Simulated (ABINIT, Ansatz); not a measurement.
# A GW chain in ABINIT: GaN (P6_3mc)

Wanted: ground state, empty states, screening and self-energy for GaN (P6_3mc).

Calculated with ABINIT 10.8.3; PBE and many-body steps on it, plane waves.

The database entry behind the starting cell differs from later determinations by our own check (about 0.3 % short, ideal inner coordinate), so it need not match the best structure at ambient conditions.

### Step 1. The structure

Symmetry: P6_3mc, No. 186, hexagonal system. The conventional cell has a = 3.180 Å, b = 3.180 Å, c = 5.166 Å, α = 90.00°, β = 90.00°, γ = 120.00°. Nearest to Ga lie 4 N at 1.94 to 1.95 Å. Nearest to N lie 4 Ga at 1.94 to 1.95 Å. Farther neighbours and most contacts between anions are not listed.

Structure file:

```cif
data_structure
_symmetry_space_group_name_H-M 'P6_3mc'
_symmetry_Int_Tables_number 186
_cell_length_a 3.1800
_cell_length_b 3.1800
_cell_length_c 5.1660
_cell_angle_alpha 90.000
_cell_angle_beta 90.000
_cell_angle_gamma 120.000
_cell_volume 45.24
loop_
_atom_site_label
_atom_site_type_symbol
_atom_site_symmetry_multiplicity
_atom_site_Wyckoff_symbol
_atom_site_fract_x
_atom_site_fract_y
_atom_site_fract_z
_atom_site_occupancy
Ga1 Ga 2 b 0.33333 0.66667 0.00000 1
N1 N 2 b 0.33333 0.66667 0.37500 1
```

The cell and positions come from the Crystallography Open Database and are kept as given unless a step says otherwise.

### Step 2. Ground state

This step: ABINIT 10.8.3; DFT, PBE, plane waves, norm-conserving pseudopotentials.

The ground-state density comes first.

File run.abi:

```
acell 3*1.0 Angstrom
rprim 
  3.179999999980 0.000000000005 0.000000000000
  -1.589999999994 2.753960784015 0.000000000000
  0.000000000000 0.000000000000 5.166000000000
ntypat 2
znucl 31 7
natom 4
typat 1 1 2 2
xred 
  0.333333333333 0.666666666667 0.000000000000
  0.666666666667 0.333333333333 0.500000000000
  0.333333333333 0.666666666667 0.375000000000
  0.666666666667 0.333333333333 0.875000000000
pp_dirpath "pseudos"
pseudos "Ga.upf, N.upf"
ecut 45
ngkpt 6 6 4
nshiftk 1
shiftk 0 0 0
kptopt 1
chksymbreak 0
nband 32
occopt 1
tolvrs 1e-10
nstep 60
prtwf 0
optforces 0
optstress 0
indata_prefix "in"
outdata_prefix "out"
tmpdata_prefix "tmp"
```

Command:

```bash
$ OMP_NUM_THREADS=1 mpirun -n 8 abinit run.abi > log
```

Numbers of over 12 decimals in the logs are rounded to 6 here.

The program printed:

```text
.Version 10.8.3 of ABINIT. v10.8.2 released Aug 2026.

 Symmetries : space group P6_3 m c (#186); Bravais hP (primitive hexag.)
================================================================================
 Values of the parameters that define the memory need of the present run
     intxc =       0    ionmov =       0      iscf =       7    lmnmax =       6
     lnmax =       6     mgfft =      60  mpssoang =       3    mqgrid =    3001
     natom =       4  nloc_mem =       1    nspden =       1   nspinor =       1
    nsppol =       1      nsym =      12    n1xccc =    2501    ntypat =       2
    occopt =       1   xclevel =       2
-    mband =          32        mffmem =           1         mkmem =           3
       mpw =        4428          nfft =       96000          nkpt =          21
================================================================================
  Rough estimation (10% accuracy) of disk space for files :
================================================================================

--------------------------------------------------------------------------------
------------- Echo of variables that govern the present computation ------------
--------------------------------------------------------------------------------
 -outvars: echo values of preprocessed input variables --------
            acell      1.8897261259E+00  1.8897261259E+00  1.8897261259E+00 Bohr

      chksymbreak           0
             ecut      4.50000000E+01 Hartree
-          fftalg         312

              ixc     -101130
              kpt      0.00000000E+00  0.00000000E+00  0.00000000E+00
                       1.66666667E-01  0.00000000E+00  0.00000000E+00
                       3.33333333E-01  0.00000000E+00  0.00000000E+00
                       5.00000000E-01  0.00000000E+00  0.00000000E+00
                       1.66666667E-01  1.66666667E-01  0.00000000E+00
                       3.33333333E-01  1.66666667E-01  0.00000000E+00
                       3.33333333E-01  3.33333333E-01  0.00000000E+00
                       0.00000000E+00  0.00000000E+00  2.50000000E-01
                       1.66666667E-01  0.00000000E+00  2.50000000E-01
   [... 10 further rows ...]
                       3.33333333E-01  1.66666667E-01  5.00000000E-01
                       3.33333333E-01  3.33333333E-01  5.00000000E-01
         kptrlatt        6    0    0      0    6    0      0    0    4
          kptrlen      3.60559745E+01
P           mkmem           3
            natom           4
            nband          32
            ngfft          40      40      60
             nkpt          21
            nstep          60
             nsym          12
           ntypat           2
              occ      2.000000  2.000000  2.000000  2.000000  2.000000  2.000000
                       2.000000  2.000000  2.000000  2.000000  2.000000  2.000000
                       2.000000  2.000000  2.000000  2.000000  2.000000  2.000000
                       2.000000  2.000000  2.000000  2.000000  2.000000  2.000000
                       2.000000  2.000000  0.000000  0.000000  0.000000  0.000000
                       0.000000  0.000000
        optforces           0
        optstress           0
            prtwf           0
            rprim      3.1800000000E+00  5.0000000000E-12  0.0000000000E+00
[...]
spgroup         186

           tolvrs      1.00000000E-10

             xred      3.3333333333E-01  6.6666666667E-01  1.1102230246E-16
[...]
znucl       31.00000    7.00000

================================================================================

 chkinp: Checking input parameters for consistency.

================================================================================
== DATASET  1 ==================================================================
-   mpi_nproc: 8, omp_nthreads: 1 (-1 if OMP is not activated)

--- !DatasetInfo
iteration_state: {dtset: 1, }
dimensions: {natom: 4, nkpt: 21, mband: 32, nsppol: 1, nspinor: 1, nspden: 1, mpw: 4428, }
cutoff_energies: {ecut:  45.0, pawecutdg:  -1.0, }
electrons: {nelect:   5.20000000E+01, charge:   0.00000000E+00, occopt:   1.00000000E+00, tsmear:   1.00000000E-02, }

 Real(R)+Recip(G) space primitive vectors, cartesian coordinates (Bohr,Bohr^-1):
 R(1)=  6.0093291  0.0000000  0.0000000  G(1)=  0.1664079  0.0960757  0.0000000
 R(2)= -3.0046645  5.2042316  0.0000000  G(2)=  0.0000000  0.1921513  0.0000000
 R(3)=  0.0000000  0.0000000  9.7623252  G(3)=  0.0000000  0.0000000  0.1024346
 Unit cell volume ucvol=  3.0530638E+02 bohr^3
 Angles (23,13,12)=  9.00000000E+01  9.00000000E+01  1.20000000E+02 degrees

 getcut: wavevector=  0.0000  0.0000  0.0000  ngfft=  40  40  60
         ecut(hartree)=     45.000   => boxcut(ratio)=   2.03529

--- Pseudopotential description ------------------------------------------------
- Ga Generated using ONCVPSP code by D. R. Hamann
- 31.00000  21.00000  171031                  znucl, zion, pspdat
12 -101130 2 -1 1902                          pspcod,pspxc,lmax,lloc,mmax
     nproj     2     2     2
  pspatm : epsatm=   21.85474337
         --- l  ekb(1:nproj) -->
[...]
pspatm: atomic psp has been read  and splines computed

- N Generated using ONCVPSP code by D. R. Hamann
-  7.00000   5.00000  171031                  znucl, zion, pspdat
12 -101130 1 -1 1058                          pspcod,pspxc,lmax,lloc,mmax
     nproj     2     2     0
  pspatm : epsatm=    5.20977870
         --- l  ekb(1:nproj) -->
[...]
pspatm: atomic psp has been read  and splines computed

   2.81471030E+03                                ecore*ucvol(ha*bohr**3)
--------------------------------------------------------------------------------

_setup2: Arith. and geom. avg. npw (full set) are    4401.646    4401.635

================================================================================

--- !BeginCycle
iteration_state: {dtset: 1, }
solver: {iscf: 7, nstep: 60, nline: 4, wfoptalg: 0, }
tolerances: {tolvrs: 1.00E-10, }

     iter   Etot(hartree)      deltaE(h)  residm     vres2
 ETOT  1  -514.92082250196    -5.149E+02 7.161E-01 2.271E+03
 ETOT  2  -516.81090997342    -1.890E+00 8.366E-02 3.234E+03
 ETOT  3  -517.42688839870    -6.160E-01 6.563E-02 5.643E+01
 ETOT  4  -517.43207228461    -5.184E-03 6.894E-02 3.072E+01
 ETOT  5  -517.43527471752    -3.202E-03 8.294E-03 6.044E+00
 ETOT  6  -517.43636040844    -1.086E-03 2.939E-03 2.488E-01
 ETOT  7  -517.43640550944    -4.510E-05 9.695E-04 4.025E-02
 ETOT  8  -517.43641252824    -7.019E-06 2.041E-04 4.116E-03
 ETOT  9  -517.43641328477    -7.565E-07 3.526E-04 4.026E-05
 ETOT 10  -517.43641329431    -9.549E-09 8.301E-04 1.434E-07
 ETOT 11  -517.43641329436    -5.014E-11 1.060E-03 3.490E-09
 ETOT 12  -517.43641329437    -8.072E-12 1.318E-03 6.205E-11

 At SCF step   12       vres2   =  6.20E-11 < tolvrs=  1.00E-10 =>converged.

--- !ResultsGS
iteration_state: {dtset: 1, }
comment   : Summary of ground state results
lattice_vectors:
- [  6.0093291,   0.0000000,   0.0000000, ]
- [ -3.0046645,   5.2042316,   0.0000000, ]
- [  0.0000000,   0.0000000,   9.7623252, ]
lattice_lengths: [   6.00933,    6.00933,    9.76233, ]
lattice_angles: [ 90.000,  90.000, 120.000, ] # degrees, (23, 13, 12)
lattice_volume:   3.0530638E+02
convergence: {deltae: -8.072E-12, res2:  6.205E-11, residm:  1.318E-03, diffor:  0.000E+00, }
etotal    :  -5.17436413E+02
entropy   :   0.00000000E+00
fermie    :   2.58513345E-01
cartesian_stress_tensor: null
pressure_GPa: null
xred      :
- [  3.3333E-01,   6.6667E-01,   1.1102E-16, Ga]
- [  6.6667E-01,   3.3333E-01,   5.0000E-01, Ga]
- [  3.3333E-01,   6.6667E-01,   3.7500E-01,  N]
- [  6.6667E-01,   3.3333E-01,   8.7500E-01,  N]
cartesian_forces: null
force_length_stats: {min: null, max: null, mean: null, }

 Integrated electronic density in atomic spheres:
 ------------------------------------------------
 Atom  Sphere_radius  Integrated_density
[...]
4        2.00000          5.27233740
================================================================================

 ----iterations are completed or convergence reached----

 Mean square residual over all n,k,spin=   20.858E-07; max=  13.185E-04
 reduced coordinates (array xred) for    4 atoms
       0.333333333333      0.666666666667      0.000000000000
       0.666666666667      0.333333333333      0.500000000000
       0.333333333333      0.666666666667      0.375000000000
       0.666666666667      0.333333333333      0.875000000000
 rms dE/dt=  0.0000E+00; max dE/dt=  0.0000E+00; dE/dt below (all hartree)
    1       0.000000000000      0.000000000000      0.000000000000
    2       0.000000000000      0.000000000000      0.000000000000
    3       0.000000000000      0.000000000000      0.000000000000
    4       0.000000000000      0.000000000000      0.000000000000

 cartesian coordinates (angstrom) at end:
    1     -2.67e-12     1.835974     0.000000
    2      1.590000     0.917987     2.583000
    3     -2.67e-12     1.835974     1.937250
    4      1.590000     0.917987     4.520250
 length scales=  1.889726125908  1.889726125908  1.889726125908 bohr
              =  1.000000000000  1.000000000000  1.000000000000 angstroms
 prteigrs : about to open file out_EIG
 Fermi (or HOMO) energy (hartree) =   0.25851   Average Vxc (hartree)=  -0.43328
 Eigenvalues (hartree) for nkpt=  21  k points:
 kpt#   1, nband= 32, wtk=  0.00694, kpt=  0.0000  0.0000  0.0000 (reduced coord)
  -4.97080   -4.97080   -3.15811   -3.15802   -3.15802   -3.15797   -3.15797   -3.15792
  -0.33112   -0.29782   -0.24001   -0.23911   -0.23911   -0.23703   -0.23703   -0.23002
  -0.23002   -0.22652   -0.22652   -0.17866   -0.00361    0.21957    0.21957    0.25628
   0.25851    0.25851    0.33182    0.41761    0.59872    0.62503    0.62503    0.65916
 prteigrs : prtvol=0 or 1, do not print more k-points.

--- !EnergyTerms
iteration_state     : {dtset: 1, }
comment             : Components of total free energy in Hartree
kinetic             :  2.55484593629335E+02
hartree             :  2.00277848684874E+02
xc                  : -5.79576865800456E+01
Ewald energy        : -2.71479429302164E+02
psp_core            :  9.21929742789184E+00
local_psp           : -5.32238395717708E+02
non_local_psp       : -1.20742641436556E+02
total_energy        : -5.17436413294373E+02
total_energy_eV     : -1.40801620998882E+04
band_energy         : -6.17472971760603E+01

== END DATASET(S) ==============================================================
================================================================================

 -outvars: echo values of variables after computation  --------
           etotal     -5.1743641329E+02
            nband          32
             nkpt          21
          spgroup         186
 [... the other variables as echoed above ...]

 Calculation completed.
```

Wall time 22 s (8 MPI ranks of Intel Xeon Platinum 8488C (Sapphire Rapids), shared host); peak memory 0.72 GiB.

Numbers from this step:

```yaml
total_energy: -14080.1621 eV
gap: 1.995 eV
k_of_the_valence_top: 0, 0, 0
k_of_the_conduction_bottom: 0, 0, 0
least_direct_gap: 1.995 eV
```

The gap is direct, at Γ.

[end of part 1 of 3]

[Paths, hosts, dates, memory and timing lines, banners, echoed tables and standing remarks are left out of the program output.]

[Logs are printed without paths, hosts, clocks, repeated set-up lines and the standing remarks that a program may print on its own settings, such as how far it seeks lower states.]

[Runs of the session that timed out or met a known fault of the program may be left out.]

[Hosts, paths, dates, database ids (printed as entryN), source tags and the programs' standing remarks are cut or masked in the printed files.]

[G0W0 gaps are taken among the corrected bands and points alone; a level outside them can change the order at an edge.]

[Where Ansatz stands beside ABINIT at settings called matched, ABINIT's density can come from a denser mesh and the files from another edition; pairs whose starting gaps differed by over 0.03 eV were left out, so agreement reads better than it is.]
